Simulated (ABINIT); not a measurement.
# AlN (F-43m) in ABINIT: settings compared

Aim: see how the results for AlN move with the level of theory and the settings. Levels: PBEsol, LDA, PBE. Tasks: relaxation of cell and atoms, single point.

Everything below comes from runs of ABINIT 10.8.3 (patched build). Logs are shortened: lines on timing, memory, paths and dates and some standing lists are left out, and cuts for length are marked. The log counts tension as positive stress, the text compression.

## (1) Starting point

Symmetry: F-43m, No. 216, cubic system. The conventional cell has a = 4.368 Å, b = 4.368 Å, c = 4.368 Å, α = 90.00°, β = 90.00°, γ = 90.00°. Around Al (site symmetry -43m) lie 4 N at 1.89 Å. N (site symmetry -43m) has 4 Al at 1.89 Å as nearest neighbours.

Measurements of this composition are mostly on another form, of space group No. 186.

## (2) Relaxation of cell and atoms, PBEsol

run.abi

```
# Pseudopotentials
pp_dirpath "./"
pseudos "Al.upf, N.upf"

# Structure
acell 3*1.0
rprim
     0.0000000000     4.1271496856     4.1271496856
     4.1271496856     0.0000000000     4.1271496856
     4.1271496856     4.1271496856     0.0000000000
ntypat 2
znucl 13 7
natom 2
typat 1 2
chkprim 0
chksymtnons 0
tolsym 1.0e-6
xred
            0.0            0.0            0.0
            1/4            1/4            1/4

# Plane-wave basis
ecut 36.0
ecutsm 0.5

# k points
kptopt 1
ngkpt 8 8 8
nshiftk 1
shiftk 0.0 0.0 0.0

# Exchange and correlation
ixc -116133

# Bands and occupations
nband 8
occopt 3
tsmear 0.05 eV

# SCF cycle
nstep 80
tolvrs 1.0e-12

# Output
iomode 3
prteig 0
prtebands 0
prtwf 0
prtden 0

# Relaxation
ionmov 22
optcell 2
ntime 50
tolmxf 2.0e-5
dilatmx 1.08
```

Potentials or basis: PseudoDojo NC SR PBEsol v0.4.1 standard.

The run is started by

```sh
$ abinit run.abi > log 2>&1
```

run.abo:

```text
.Version 10.8.3 of ABINIT
 Symmetries : space group F-4 3 m (#216); Bravais cF (face-center cubic)
================================================================================
 Values of the parameters that define the memory need of the present run
     intxc =       0    ionmov =      22      iscf =       7    lmnmax =       6
     lnmax =       6     mgfft =      36  mpssoang =       3    mqgrid =    3001
     natom =       2  nloc_mem =       1    nspden =       1   nspinor =       1
    nsppol =       1      nsym =      24    n1xccc =    2501    ntypat =       2
    occopt =       3   xclevel =       2
       mpw =        1847          nfft =       46656          nkpt =          29
================================================================================
================================================================================

--------------------------------------------------------------------------------
------------- Echo of variables that govern the present computation ------------
--------------------------------------------------------------------------------
 -outvars: echo values of preprocessed input variables --------
            acell      1.0000000000E+00  1.0000000000E+00  1.0000000000E+00 Bohr
              amu      2.69815390E+01  1.40067400E+01
          chkprim           0
      chksymtnons           0
          dilatmx      1.08000000E+00
             ecut      3.60000000E+01 Hartree
           ecutsm      5.00000000E-01 Hartree
           ionmov          22
              ixc     -116133
         kptrlatt        8    0    0      0    8    0      0    0    8
          kptrlen      4.66933685E+01
            natom           2
            nband           8
            ngfft          36      36      36
             nkpt          29
            nstep          80
             nsym          24
            ntime          50
           ntypat           2
           occopt           3
          optcell           2
           prtden           0
        prtebands           0
           prteig           0
            prtwf           0
            rprim      0.0000000000E+00  4.1271496856E+00  4.1271496856E+00
                       4.1271496856E+00  0.0000000000E+00  4.1271496856E+00
                       4.1271496856E+00  4.1271496856E+00  0.0000000000E+00
          spgroup         216
           tolmxf      2.00000000E-05
           tolsym      1.00000000E-06
           tolvrs      1.00000000E-12
           tsmear      1.83746611E-03 Hartree
            typat      1  2
           xangst      0.0000000000E+00  0.0000000000E+00  0.0000000000E+00
                       1.0919967791E+00  1.0919967791E+00  1.0919967791E+00
            xcart      0.0000000000E+00  0.0000000000E+00  0.0000000000E+00
                       2.0635748428E+00  2.0635748428E+00  2.0635748428E+00
             xred      0.0000000000E+00  0.0000000000E+00  0.0000000000E+00
                       2.5000000000E-01  2.5000000000E-01  2.5000000000E-01
[... 424 lines left out ...]
 Difference of energy with previous step (new-old):
           Absolute (Ha)=-2.32780E-09
           Relative     =-1.82384E-10

 At Broyd/MD step   4, gradients are converged :
  max grad (force/stress) = 6.6337E-07 < tolmxf= 2.0000E-05 ha/bohr (free atoms)

================================================================================

 ----iterations are completed or convergence reached----

 Mean square residual over all n,k,spin=   11.608E-12; max=  26.913E-10
 reduced coordinates (array xred) for    2 atoms
      -0.000000000000     -0.000000000000      0.000000000000
       0.250000000000      0.250000000000      0.250000000000
 rms dE/dt=  1.3305E-29; max dE/dt=  1.6829E-29; dE/dt below (all hartree)
    1       0.000000000000      0.000000000000     -0.000000000000
    2       0.000000000000      0.000000000000     -0.000000000000

 cartesian coordinates (angstrom) at end:
    1     -0.00000000000000    -0.00000000000000    -0.00000000000000
    2      1.09418275791923     1.09418275791923     1.09418275791923

 cartesian forces (hartree/bohr) at end:
    1     -0.00000000000000    -0.00000000000000     0.00000000000000
    2      0.00000000000000     0.00000000000000    -0.00000000000000
 frms,max,avg= 9.7406099E-31 1.5260603E-30   0.000E+00  0.000E+00  0.000E+00 h/b

 cartesian forces (eV/Angstrom) at end:
    1     -0.00000000000000    -0.00000000000000     0.00000000000000
    2      0.00000000000000     0.00000000000000    -0.00000000000000
 frms,max,avg= 5.0088230E-29 7.8473175E-29   0.000E+00  0.000E+00  0.000E+00 e/A
 length scales=  5.848355012769  5.848355012769  5.848355012769 bohr
              =  3.094816191928  3.094816191928  3.094816191928 angstroms
 Fermi (or HOMO) energy (hartree) =   0.27616   Average Vxc (hartree)=  -0.39984
 Eigenvalues (hartree) for nkpt=  29  k points:
 kpt#   1, nband=  8, wtk=  0.00195, kpt=  0.0000  0.0000  0.0000 (reduced coord)
  -0.34040    0.20785    0.20785    0.20785    0.35726    0.66402    0.66402    0.66402
      occupation numbers for kpt#   1
   2.00000    2.00000    2.00000    2.00000    0.00000    0.00000    0.00000    0.00000
 prteigrs : prtvol=0 or 1, do not print more k-points.

--- !EnergyTerms
iteration_state     : {dtset: 1, itime: 4, icycle: 1, }
comment             : Components of total free energy in Hartree
kinetic             :  8.13850172207235E+00
hartree             :  2.78844632469568E+00
xc                  : -4.20162769115063E+00
Ewald energy        : -1.08782034223880E+01
psp_core            :  3.36537710173226E-01
local_psp           : -8.30031019152180E+00
non_local_psp       : -6.46472305684111E-01
internal            : -1.27631278538033E+01
'-kT*entropy'       : -1.08315130953795E-15
total_energy        : -1.27631278538033E+01
total_energy_eV     : -3.47302401736680E+02
band_energy         :  1.78437514492956E-01
...

 Cartesian components of stress tensor (hartree/bohr^3)
  sigma(1 1)= -6.63370497E-09  sigma(3 2)=  0.00000000E+00
  sigma(2 2)= -6.63370497E-09  sigma(3 1)=  0.00000000E+00
  sigma(3 3)= -6.63370497E-09  sigma(2 1)=  0.00000000E+00

-Cartesian components of stress tensor (GPa)         [Pressure=  1.9517E-04 GPa]
- sigma(1 1)= -1.95170338E-04  sigma(3 2)=  0.00000000E+00
- sigma(2 2)= -1.95170338E-04  sigma(3 1)=  0.00000000E+00
- sigma(3 3)= -1.95170338E-04  sigma(2 1)=  0.00000000E+00

== END DATASET(S) ==============================================================
================================================================================

 -outvars: echo values of variables after computation  --------
            acell      5.8483550128E+00  5.8483550128E+00  5.8483550128E+00 Bohr
           etotal     -1.2763127854E+01
            fcart     -5.0868676226E-31 -5.0868676226E-31  1.5260602868E-30
                       5.0868676226E-31  5.0868676226E-31 -1.5260602868E-30
            rprim      0.0000000000E+00  7.0710678119E-01  7.0710678119E-01
                       7.0710678119E-01  0.0000000000E+00  7.0710678119E-01
                       7.0710678119E-01  7.0710678119E-01  0.0000000000E+00
           strten     -6.6337049656E-09 -6.6337049660E-09 -6.6337049669E-09
                       0.0000000000E+00  0.0000000000E+00  0.0000000000E+00
           xangst     -4.1520979164E-46 -4.1520979164E-46 -1.5400780639E-29
                       1.0941827579E+00  1.0941827579E+00  1.0941827579E+00
             xred     -3.5187861733E-30 -3.5187861733E-30  3.5187861733E-30
                       2.5000000000E-01  2.5000000000E-01  2.5000000000E-01
 Calculation completed.
```

Run time: 43 s. Hardware: 1 thread of Arm Neoverse V1, shared host; peak memory 0.07 GiB.

Results:

- Free energy: -347.3024 eV
- Relaxed volume: 10.48 Å³/atom
- Relaxed cell: a = 3.095 Å, b = 3.095 Å, c = 3.095 Å, α = 60.00°, β = 60.00°, γ = 60.00°
- Space group after relaxing (to 0.05 Å): F-43m (No. 216)
- Energy gained by relaxing: 0.2 meV/atom
- Ionic steps: 4
- Pressure after relaxing: 0.0 GPa
- Band gap on the k mesh: 3.19 eV, indirect (least direct gap 4.07 eV)

The path:
| step | energy change (eV) | largest force (eV/Å) | pressure (GPa) | volume (Å³) |
| --- | --- | --- | --- | --- |
| 1 | 0.0000 | 0.0000 | 1.20 | 20.83 |
| 2 | -0.0004 | 0.0000 | 0.46 | 20.91 |
| 3 | -0.0005 | 0.0000 | 0.01 | 20.96 |
| 4 | -0.0005 | 0.0000 | 0.00 | 20.96 |

Final structure:
```
Al N
1.0
     0.00000    2.18837    2.18837
     2.18837    0.00000    2.18837
     2.18837    2.18837    0.00000
Al N
1 1
Direct
  0.00000 0.00000 0.00000
  0.25000 0.25000 0.25000
```

A k mesh can miss the band edges. Expect the measured gap to be larger: semilocal functionals such as PBEsol lack the derivative discontinuity.

## (3) Single point, PBEsol (cell relaxed)

run.abi

```
# Pseudopotentials
pp_dirpath "./"
pseudos "Al.upf, N.upf"

# Structure
acell 3.0948161978 3.0948161978 3.0948161978 Angstrom
rprim
     0.0000000000     0.7071067812     0.7071067812
     0.7071067812     0.0000000000     0.7071067812
     0.7071067812     0.7071067812     0.0000000000
ntypat 2
znucl 13 7
natom 2
typat 1 2
xred
     0.0000000000     0.0000000000     0.0000000000
     0.2500000000     0.2500000000     0.2500000000
chkprim 0
chksymtnons 0
tolsym 1.0e-6

# Plane-wave basis
ecut 36.0

# k points
kptopt 1
ngkpt 8 8 8
nshiftk 1
shiftk 0.0 0.0 0.0

# Exchange and correlation
ixc -116133

# Bands and occupations
nband 8
occopt 3
tsmear 0.05 eV

# SCF cycle
nstep 100
tolvrs 1.0e-10

# Output
iomode 3
prtwf 0
prteig 0
prtebands 0
enunit 1
prtden 1
prtvha 1
prtvclmb 1
prtpot 1
prtelf 1
```

Potentials or basis: PseudoDojo NC SR PBEsol v0.4.1 standard.

The run is started by

```sh
$ abinit run.abi > log 2>&1
```

Wall time 11 s (1 thread of Arm Neoverse V1, shared host); peak memory 0.07 GiB.

Results (log left out):

```yaml
Free_energy: -347.3030 eV
Pressure: -0.4 GPa
Band_gap_on_the_k_mesh: 3.19 eV, indirect (least direct gap 4.07 eV)
Valence_electrons_inside_the_program's_atomic_spheres: Al 1.12; N 5.36
```

Levels at points of the mesh, in eV from the valence-band top:
| k point | band 1 | band 2 | band 3 | band 4 | band 5 | band 6 | band 7 | band 8 |
| --- | --- | --- | --- | --- | --- | --- | --- | --- |
| (0.00, 0.00, 0.00) | -14.92 | 0.00 | 0.00 | 0.00 | 4.07 | 12.41 | 12.41 | 12.41 |
| (0.50, 0.00, 0.00) | -12.85 | -5.90 | -0.48 | -0.48 | 7.23 | 9.70 | 11.01 | 11.01 |
| (0.50, 0.50, 0.00) | -12.21 | -4.93 | -1.79 | -1.79 | 3.19 | 8.47 | 13.75 | 15.50 |

A k mesh can miss the band edges.

## (4) Single point, LDA

run.abi: that of step 3 with these lines changed.

```diff
@@ -5,3 +5,3 @@
 # Structure
-acell 3.0948161978 3.0948161978 3.0948161978 Angstrom
+acell 5.8366710593 5.8366710593 5.8366710593
 rprim
@@ -17,5 +17,2 @@
      0.2500000000     0.2500000000     0.2500000000
-chkprim 0
-chksymtnons 0
-tolsym 1.0e-6
 
@@ -31,3 +28,3 @@
 # Exchange and correlation
-ixc -116133
+ixc 7
 
@@ -36,3 +33,3 @@
 occopt 3
-tsmear 0.05 eV
+tsmear 0.00183747
 
@@ -47,3 +44,2 @@
 prtebands 0
-enunit 1
 prtden 1
```

Potentials or basis: PseudoDojo NC SR LDA v0.4.1 standard.

The run is started by

```sh
$ abinit run.abi > log 2>&1
```

Run time: 8.2 s. Hardware: 1 thread of Arm Neoverse V2, shared host; peak memory 0.06 GiB.

The run converged. Its results:

```
Free energy                                           : -349.4372 eV
Pressure                                              : -5.3 GPa
Band gap on the k mesh                                : 3.26 eV, indirect (least direct gap 4.24 eV)
Valence electrons inside the program's atomic spheres : Al 1.13; N 5.35
```

Levels at points of the mesh, in eV from the valence-band top:
```
           k point  band 2  band 3  band 4  band 5  band 6  band 7
(0.00, 0.00, 0.00)    0.00    0.00    0.00    4.24   12.36   12.36
(0.50, 0.00, 0.00)   -5.91   -0.49   -0.49    7.28    9.77   11.01
(0.50, 0.50, 0.00)   -4.95   -1.80   -1.80    3.26    8.44   13.72
```

A k mesh can miss the band edges. A hybrid or GW would open this gap; LDA tends to underestimate it.

## (5) Single point, PBE

run.abi: that of step 4 with these lines changed.

```diff
@@ -5,3 +5,3 @@
 # Structure
-acell 5.8366710593 5.8366710593 5.8366710593
+acell 3.0886333121 3.0886333121 3.0886333121 Angstrom
 rprim
@@ -28,3 +28,3 @@
 # Exchange and correlation
-ixc 7
+ixc 11
 
@@ -33,3 +33,3 @@
 occopt 3
-tsmear 0.00183747
+tsmear 0.05 eV
 
@@ -42,8 +42,5 @@
 prtwf 0
+prtden 0
 prteig 0
 prtebands 0
-prtden 1
-prtvha 1
-prtvclmb 1
-prtpot 1
-prtelf 1
+enunit 2
```

Potentials or basis: PseudoDojo NC SR PBE v0.4.1 standard.

The run is started by

```sh
$ abinit run.abi > log 2>&1
```

It took 6.7 s on 1 thread of Intel Xeon 6975P-C (Granite Rapids), shared host; peak memory 0.06 GiB.

It converged, with:

| Item | Value |
| --- | --- |
| Free energy | -348.0989 eV |
| Pressure | 4.1 GPa |
| Band gap on the k mesh | 3.32 eV, indirect (least direct gap 4.19 eV) |
| Valence electrons inside the program's atomic spheres | Al 1.11; N 5.39 |

Levels at points of the mesh, in eV from the valence-band top:
```csv
k point,band 1,band 2,band 3,band 4,band 5,band 6,band 7,band 8
"(0.00, 0.00, 0.00)",-14.97,0.00,0.00,0.00,4.19,12.59,12.59,12.59
"(0.50, 0.00, 0.00)",-12.92,-5.86,-0.48,-0.48,7.39,9.85,11.17,11.17
"(0.50, 0.50, 0.00)",-12.28,-4.90,-1.78,-1.78,3.32,8.65,13.92,15.70
```

A k mesh can miss the band edges. Expect the measured gap to be larger: semilocal functionals such as PBE lack the derivative discontinuity.

## (6) Single point, PBEsol

run.abi: that of step 5 with these lines changed.

```diff
@@ -5,3 +5,3 @@
 # Structure
-acell 3.0886333121 3.0886333121 3.0886333121 Angstrom
+acell 5.8366710593 5.8366710593 5.8366710593
 rprim
@@ -28,3 +28,3 @@
 # Exchange and correlation
-ixc 11
+ixc -116133
 
@@ -33,3 +33,3 @@
 occopt 3
-tsmear 0.05 eV
+tsmear 0.00183747
 
@@ -45,2 +45 @@
 prtebands 0
-enunit 2
```

Potentials or basis: PseudoDojo NC SR PBEsol v0.4.1 standard.

The run is started by

```sh
$ abinit run.abi > log 2>&1
```

It took 16 s on 1 thread of Arm Neoverse N1, shared host; peak memory 0.06 GiB.

Results (log left out):

- Free energy: -347.3025 eV
- Pressure: 0.8 GPa
- Band gap on the k mesh: 3.19 eV, indirect (least direct gap 4.12 eV)
- Valence electrons inside the program's atomic spheres: Al 1.11; N 5.36

Levels at points of the mesh, in eV from the valence-band top:
```csv
k point,band 1,band 2,band 3,band 4,band 5,band 6,band 7,band 8
"(0.00, 0.00, 0.00)",-14.95,0.00,0.00,0.00,4.12,12.47,12.47,12.47
"(0.50, 0.00, 0.00)",-12.87,-5.92,-0.49,-0.49,7.28,9.74,11.05,11.05
"(0.50, 0.50, 0.00)",-12.22,-4.95,-1.80,-1.80,3.19,8.51,13.83,15.58
```

## (7) The runs side by side

```tsv
task	level	potentials or basis	cell	cell freedom (optcell)	optimiser (ionmov)	cutoff smearing ecutsm (Ha)	force stop (Ha/bohr)	gap on the mesh (eV)	pressure (GPa)
relaxation of cell and atoms	PBEsol	PseudoDojo NC SR PBEsol v0.4.1 standard	relaxed	2	22	0.5	2e-05	3.19	0.0
single point	PBEsol	PseudoDojo NC SR PBEsol v0.4.1 standard	cell relaxed	-	-	-	-	3.19	-0.4
single point	LDA	PseudoDojo NC SR LDA v0.4.1 standard	as given	-	-	-	-	3.26	-5.3
single point	PBE	PseudoDojo NC SR PBE v0.4.1 standard	as given	-	-	-	-	3.32	4.1
single point	PBEsol	PseudoDojo NC SR PBEsol v0.4.1 standard	as given	-	-	-	-	3.19	0.8
```

Alike in all rows: no spin polarisation; k mesh 8 × 8 × 8; cutoff (eV) 980; smearing fermi-dirac 0.05 eV.

Total energies depend on the potentials used, so only differences within one code and one set of settings carry meaning.
